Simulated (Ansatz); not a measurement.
# AlNi under changes of volume

One of the cells (11.736 Å³/atom); the others are scaled copies at fixed shape and fractional positions:

```xyz
2
Lattice="1.9387 -1.9532 0.0000 1.9387 1.9532 0.0000 0.0000 0.0000 3.0994" Properties=species:S:1:pos:R:3 pbc="T T T"
Ni    1.9387    0.0000    1.5497
Al    0.0000    0.0000    0.0000
```

The cell comes from a database or a generator and needn't be the stable form of this composition.

* Program: Ansatz 0.2.0
* Functional: LDA
* Potentials or basis: all-electron LAPW, scalar-relativistic
* Cutoff: 259 eV (chosen from the basis error)
* Basis error allowed: 0.001 eV/atom
* k mesh: 10 × 10 × 9
* Occupations: fermi-dirac, width 0.05 eV
* Spin: collinear spin, ferromagnetic start
* Starting moments: [1.0, 0.0] μB

| volume (Å³/atom) | energy over the lowest point (meV/atom) | pressure (GPa) |
| --- | --- | --- |
| 11.032 | 6.62 | 6.5 |
| 11.267 | 0.34 | 2.2 |
| 11.502 | 0.00 | -1.6 |
| 11.736 | 4.98 | -5.1 |
| 11.971 | 14.72 | -8.1 |
| 12.206 | 28.72 | -10.9 |
| 12.441 | ? | ? |

What does the run at 12.441 Å³/atom give?

Energy over the lowest point 46.53 meV/atom; pressure -13.3 GPa.

Worked out: A Birch-Murnaghan fit of order 3 (a polynomial in V^(-2/3)) to the other rows has its minimum at 11.40 Å³/atom with B0 = V·E''(V) = 185 GPa and B' = 4.5 at fixed shape and positions, which overstates the stiffness. It gives 46.53 meV/atom at 12.441 Å³/atom, against the run's 46.53, and -dE/dV = -13.3 GPa, against -13.3.

Energies are extrapolated to zero smearing.

Caveats: the starting moments weren't kept.
